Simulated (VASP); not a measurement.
A run of VASP 6.6.1:

INCAR

```
SYSTEM = ZnCu
PREC     = Accurate       ! precision mode
ENCUT    = 520            ! plane-wave cutoff, eV
EDIFF    = 1E-6           ! SCF threshold, eV
ISMEAR   = 0              ! smearing method
SIGMA    = 0.1            ! smearing width, eV
LREAL    = .False.        ! projectors in reciprocal space
LASPH    = .True.         ! aspherical terms in the spheres
NELM     = 60             ! most SCF steps
ALGO     = Fast           ! electronic algorithm
ISIF     = 2              ! what is computed and relaxed
LWAVE    = .False.        ! write WAVECAR
LCHARG   = .False.        ! write CHGCAR
GGA      = PE             ! functional
IVDW     = 12             ! dispersion correction
NBANDS   = 18             ! bands
```

File KPOINTS:

```
regular mesh
0
Gamma
  6 6 6
  0 0 0
```

Contents of POSCAR:

```
ZnCu
1.0
    2.9205539200      0.0000000000      0.0000000000
    0.0000000000      2.9205539200      0.0000000000
    0.0000000000      0.0000000000      2.9205539200
Zn Cu
1 1
Direct
    0.5000000000      0.5000000000      0.5000000000
    0.0000000000      0.0000000000      0.0000000000
```

Potentials or basis: VASP PAW PBE potentials, release 64 (Zn, Cu).

Run with:

```console
$ cat potpaw_PBE.64/Zn/POTCAR potpaw_PBE.64/Cu/POTCAR > POTCAR
$ mpirun -np 1 vasp_std > vasp.out
```

Hardware: 1 thread of Intel(R) Xeon(R) Platinum 8488C (Sapphire Rapids) (shared host).

Task: How long does it take, and how much memory?

Result: It took 7.5 s on 1 thread of Intel(R) Xeon(R) Platinum 8488C (Sapphire Rapids) (shared host), peak memory 0.14 GiB. Counts: scf iterations 16, k points 20.
